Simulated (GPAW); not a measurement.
Te in GPAW: the effect of strain uniaxial z

Crystal: Te.

```
CELL_PARAMETERS angstrom
4.45400 0.00000 0.00000
-2.22700 3.85728 0.00000
0.00000 0.00000 5.68704
ATOMIC_POSITIONS crystal
Te 0.73100 0.73100 0.00000
Te 0.00000 0.26900 0.66667
Te 0.26900 0.00000 0.33333
```

Alike in all runs:

| Item | Value |
| --- | --- |
| Program | GPAW 26.7.0 |
| Task | band structure |
| Functional | PBEsol |
| Potentials or basis | PAW data sets generated in the run's folder for this functional |
| Cutoff | 600 eV |
| Basis | pw |
| k mesh | 5 × 5 × 4 |
| Occupations | fermi-dirac, width 0.05 eV |
| Spin | no spin polarisation |
| Maxiter | 150 |
| Band path | GMKGALHA,LM,KH |
| Band points | 60 |

```tsv
strain uniaxial z	pressure (GPa)	largest force (eV/Å)
-0.04	1.4	0.32
-0.02	0.0	0.17
-0.01	-0.7	0.11
0	?	?
0.01	-1.9	0.01
0.02	-2.4	0.06
0.04	-3.4	0.16
```

Problem. What does the run with strain uniaxial z 0 give?

Solution. Pressure -1.3 GPa; largest force 0.05 eV/Å.

Worked out: A parabola through the other rows of the pressure, of slope -60 GPa per unit of strain uniaxial z there, gives -1.3 GPa, against the run's -1.3. A parabola through the other rows of the largest force, of slope -2.29 eV/Å per unit of strain uniaxial z there, gives 0.06 eV/Å, against the run's 0.05.

Caveats: the density grid can change from cell to cell, which puts small steps into energies and stress.
